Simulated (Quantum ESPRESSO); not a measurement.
# 2H-WSe2, 1 layer: a series in biaxial strain, part 3 of 8

Wanted: a table for 2H-WSe2, 1 layer against biaxial strain, and what can be fitted to it.

Quantum ESPRESSO 7.5; plane-wave DFT, PBE, GBRV ultrasoft pseudopotentials.

So far. Step 2 (Relaxing cell and ions of the reference):  The last row is no step: it is a fresh SCF in the final cell with a new plane-wave basis, +0 meV from the row before. Step 3 (Relaxation with pw.x, -4 %): The relaxation lowers the energy by 16 meV an atom.

## 4. Ground state, -4 %

The self-consistent run of this member.

Input file m0.scf.in:

```
&control
  prefix = 'm0.scf'
  outdir = './out'
  pseudo_dir = './pseudo'
  calculation = 'scf'
  tprnfor = .true.
/
&system
  ibrav = 0
  nat = 3
  ntyp = 2
  ecutwfc = 40
  ecutrho = 200
  occupations = 'smearing'
  smearing = 'fd'
  degauss = 0.002
  nbnd = 17
/
&electrons
  conv_thr = 1e-09
  mixing_beta = 0.4
  electron_maxstep = 120
  mixing_mode = 'plain'
/
ATOMIC_SPECIES
  Se  78.9710  se_pbe_v1.uspp.F.UPF
  W   183.8400  w_pbe_v1.2.uspp.F.UPF
CELL_PARAMETERS angstrom
  3.18543293760000 0.00000000000000 0.00000000000000
  -1.59271646880000 2.75866584576000 0.00000000000000
  0.00000000000000 0.00000000000000 18.74034793400000
ATOMIC_POSITIONS crystal
  Se  0.333333333300 0.666666666700 0.407585433700
  W   0.000000000000 0.000000000000 0.500000000000
  Se  0.333333333300 0.666666666700 0.592414566300
K_POINTS automatic
  12 12 1 0 0 0
```

Command:

```
$ OMP_NUM_THREADS=1 mpirun -n 4 pw.x -nk 4 -in m0.scf.in > m0.scf.out
```

The log of the run:

```text
[banner, memory and clock lines left out]
Program PWSCF v.7.5 starts
[citation notice left out]

[...]
Message from routine setup:
[...]
bravais-lattice index     =            0
     lattice parameter (alat)  =       6.0196  a.u.
     unit-cell volume          =    1111.3269 (a.u.)^3
     number of atoms/cell      =            3
     number of atomic types    =            2
     number of electrons       =        26.00
     number of Kohn-Sham states=           17
     kinetic-energy cutoff     =      40.0000  Ry
     charge density cutoff     =     200.0000  Ry
     scf convergence threshold =      1.0E-09
     mixing beta               =       0.4000
     number of iterations used =            8  plain     mixing
     Exchange-correlation= SLA  PW   PBE  PBE
                           (   1   4   3   4   0   0   0)

[...]
PseudoPot. # 1 for Se read from file:
     ./pseudo/se_pbe_v1.uspp.F.UPF
     Pseudo is Ultrasoft + core correction, Zval =  6.0
     Generated by new atomic code, or converted to UPF format
     Using radial grid of  877 points,  6 beta functions with:
                l(1) =   0
                l(2) =   0
                l(3) =   1
                l(4) =   1
                l(5) =   2
                l(6) =   2
     Q(r) pseudized with  8 coefficients,  rinner =    1.300   1.300   1.300
                                                       1.300   1.300

     PseudoPot. # 2 for W  read from file:
     ./pseudo/w_pbe_v1.2.uspp.F.UPF
     Pseudo is Ultrasoft + core correction, Zval = 14.0
     Generated by new atomic code, or converted to UPF format
     Using radial grid of  923 points,  8 beta functions with:
                l(1) =   0
                l(2) =   0
                l(3) =   0
                l(4) =   1
                l(5) =   1
                l(6) =   2
                l(7) =   2
                l(8) =   3
     Q(r) pseudized with  6 coefficients,  rinner =    1.350   1.350   1.350
                                                       1.350   1.350   1.350
                                                       1.350

     atomic species   valence    mass     pseudopotential
     Se                6.00    78.97100     Se( 1.00)
     W                14.00   183.84000     W ( 1.00)

     12 Sym. Ops. (no inversion) found

[...]
number of k points=    19  Fermi-Dirac smearing, width (Ry)=  0.0020
[...]
Dense  grid:    53277 G-vectors     FFT dimensions: (  27,  27, 160)

     Smooth grid:    37811 G-vectors     FFT dimensions: (  25,  25, 144)

     Initial potential from superposition of free atoms

     starting charge      25.8995, renormalised to      26.0000

     negative rho (up, down):  6.612E-02 0.000E+00
     Starting wfcs are   21 randomized atomic wfcs

     per-process dynamical memory:    48.3 Mb

     Self-consistent Calculation

     iteration #  1     ecut=    40.00 Ry     beta= 0.40
     Davidson diagonalization with overlap
     ethr =  1.00E-02,  avg # of iterations =  2.1

     Threshold (ethr) on eigenvalues was too large:
     Diagonalizing with lowered threshold

     Davidson diagonalization with overlap
     ethr =  3.53E-04,  avg # of iterations =  1.5

     negative rho (up, down):  6.718E-02 0.000E+00

     total energy              =    -246.43147072 Ry
     estimated scf accuracy    <       0.10721609 Ry

     iteration #  2     ecut=    40.00 Ry     beta= 0.40
[...]
negative rho (up, down):  6.743E-02 0.000E+00

[...]
total energy              =    -246.43517005 Ry
     estimated scf accuracy    <       0.09784454 Ry

     iteration #  3     ecut=    40.00 Ry     beta= 0.40
[...]
negative rho (up, down):  6.840E-02 0.000E+00

[...]
total energy              =    -246.45123003 Ry
     estimated scf accuracy    <       0.01710555 Ry

     iteration #  4     ecut=    40.00 Ry     beta= 0.40
[...]
negative rho (up, down):  6.911E-02 0.000E+00

[...]
total energy              =    -246.45301936 Ry
     estimated scf accuracy    <       0.00077477 Ry

     iteration #  5     ecut=    40.00 Ry     beta= 0.40
[...]
negative rho (up, down):  6.918E-02 0.000E+00

[...]
total energy              =    -246.45311272 Ry
     estimated scf accuracy    <       0.00004982 Ry

     iteration #  6     ecut=    40.00 Ry     beta= 0.40
[...]
negative rho (up, down):  6.917E-02 0.000E+00

[...]
total energy              =    -246.45315699 Ry
     estimated scf accuracy    <       0.00000482 Ry

     iteration #  7     ecut=    40.00 Ry     beta= 0.40
[...]
negative rho (up, down):  6.915E-02 0.000E+00

[...]
total energy              =    -246.45315786 Ry
     estimated scf accuracy    <       0.00000023 Ry

     iteration #  8     ecut=    40.00 Ry     beta= 0.40
[...]
negative rho (up, down):  6.914E-02 0.000E+00

[...]
total energy              =    -246.45315808 Ry
     estimated scf accuracy    <       0.00000004 Ry

     iteration #  9     ecut=    40.00 Ry     beta= 0.40
[...]
negative rho (up, down):  6.913E-02 0.000E+00

[...]
total energy              =    -246.45315809 Ry
     estimated scf accuracy    <          1.3E-09 Ry

     iteration # 10     ecut=    40.00 Ry     beta= 0.40
[...]
negative rho (up, down):  6.913E-02 0.000E+00

[...]
End of self-consistent calculation

          k = 0.0000 0.0000 0.0000 (  4643 PWs)   bands (ev):

   -73.0769 -37.3863 -37.1403 -37.1403 -14.2223 -13.0479  -5.6878  -1.7994
    -1.1491  -1.1491   0.0265   0.0567   0.0567   4.1638   4.1638   4.2258
     4.2258

          k = 0.0000 0.0962 0.0000 (  4705 PWs)   bands (ev):

   -73.0758 -37.3828 -37.1629 -37.1457 -14.1044 -12.9817  -5.5339  -1.9421
    -1.4933  -1.0317  -0.1448  -0.0468   0.0404   3.6539   3.8745   4.0725
     4.3430

[...]
the Fermi energy is     1.5085 ev

!    total energy              =    -246.45315809 Ry
     estimated scf accuracy    <          2.2E-10 Ry
     smearing contrib. (-TS)   =      -0.00000000 Ry
     internal energy E=F+TS    =    -246.45315809 Ry

     The total energy is F=E-TS. E is the sum of the following terms:
     one-electron contribution =    -956.86270471 Ry
     hartree contribution      =     479.71520554 Ry
     xc contribution           =    -100.81783794 Ry
     ewald contribution        =     331.51217902 Ry

     convergence has been achieved in  10 iterations

     negative rho (up, down):  6.913E-02 0.000E+00

     Forces acting on atoms (cartesian axes, Ry/au):

     atom    1 type  1   force =     0.00000000    0.00000000   -0.00015665
     atom    2 type  2   force =     0.00000000    0.00000000    0.00000000
     atom    3 type  1   force =     0.00000000    0.00000000    0.00015665

     Total force =     0.000222     Total SCF correction =     0.000025
     SCF correction compared to forces is large: reduce conv_thr to get better values

[...]
```

Elapsed: 20 s, on 4 MPI ranks of Arm Neoverse N1, shared host; peak memory 0.63 GiB; 81 s of CPU time.

Numbers from this step:

```
free energy                          : -3353.1660 eV
Fermi energy                         : 1.508 eV
valence top, on the run's zero       : 0.8705 eV
conduction bottom, on the run's zero : 2.321 eV
gap by band count                    : 1.450 eV
```

## 5. Potential by pp.x, -4 %

plot_num = 11 writes the bare and Hartree potential, from which vacuum levels or, in a crystal, the mean potential are read.

Input file m0.pot.in:

```
&inputpp
  prefix = 'm0.scf'
  outdir = './out'
  filplot = 'm0.pot.dat'
  plot_num = 11
/
```

Command:

```
$ OMP_NUM_THREADS=1 mpirun -n 4 pp.x -in m0.pot.in > m0.pot.out
```

The log of the run:

```text
[banner, memory and clock lines left out]
Program POST-PROC v.7.5 starts

          URL

     ./out/m0.scf.save/

     IMPORTANT: XC functional enforced from input :
     Exchange-correlation= PBE
                           (   1   4   3   4   0   0   0)
     Any further DFT definition will be discarded
     Please, verify this is what you really want

     negative rho (up, down):  6.913E-02 0.000E+00

     Calling punch_plot, plot_num =  11
     Writing data to file  m0.pot.dat
     Message from routine chdens:
     namelist plot not found or invalid, exiting
```

Run time: 1.4 s. Hardware: 4 MPI ranks; peak memory 0.12 GiB; 5 s of CPU time.

Numbers from this step:

```
slope of the potential above                                          : 9.29e-5 eV/Å
upper vacuum line continued to the top atoms, over the valence top    : 4.937 eV
slope of the potential below                                          : -5.14e-5 eV/Å
lower vacuum line continued to the bottom atoms, over the valence top : 4.937 eV
vacuum level at the upper face over the valence top of the mesh       : 4.937 eV
vacuum level at the lower face over the valence top of the mesh       : 4.937 eV
```

Electrostatic potential energy of an electron; zero at the highest filled level of the SCF mesh. Table of potential energy, planar mean by z:

| z (Å) | potential energy, planar mean (eV) |
| --- | --- |
| 0.0 | 4.94 |
| 0.5 | 4.94 |
| 1.0 | 4.94 |
| 1.5 | 4.94 |
| 2.0 | 4.94 |
| 2.5 | 4.94 |
| 3.0 | 4.94 |
| 3.5 | 4.94 |
| 4.0 | 4.94 |
| 4.5 | 4.93 |
| 5.0 | 4.91 |
| 5.5 | 4.84 |
| 6.0 | 4.51 |
| 6.5 | 3.01 |
| 7.0 | -3.64 |
| 7.5 | -16.7 |
| 8.0 | -12.7 |
| 8.5 | -5.45 |
| 9.0 | -10.2 |
| 9.5 | -11.8 |
| 10.0 | -7.33 |
| 10.5 | -7.29 |
| 11.0 | -17.3 |
| 11.5 | -10.6 |
| 12.0 | 0.995 |
| 12.5 | 4.06 |
| 13.0 | 4.74 |
| 13.5 | 4.89 |
| 14.0 | 4.93 |
| 14.5 | 4.93 |
| 15.0 | 4.94 |
| 15.5 | 4.94 |
| 16.0 | 4.94 |
| 16.5 | 4.94 |
| 17.0 | 4.94 |
| 17.5 | 4.94 |
| 18.0 | 4.94 |
| 18.5 | 4.94 |

(Part 3 of 8 ends here.)

[Logs are printed without paths, hosts, clocks, repeated set-up lines and the standing remarks that a program may print on its own settings, such as how far it seeks lower states.]

[Hosts, paths, dates, database ids (printed as entryN), source tags and the programs' standing remarks are cut or masked in the printed files.]

[Maps of the electrostatic potential energy from Ansatz leave out the sawtooth potential of an applied field or a dipole correction, so their vacuum need not be flat; planar profiles and work functions include it.]
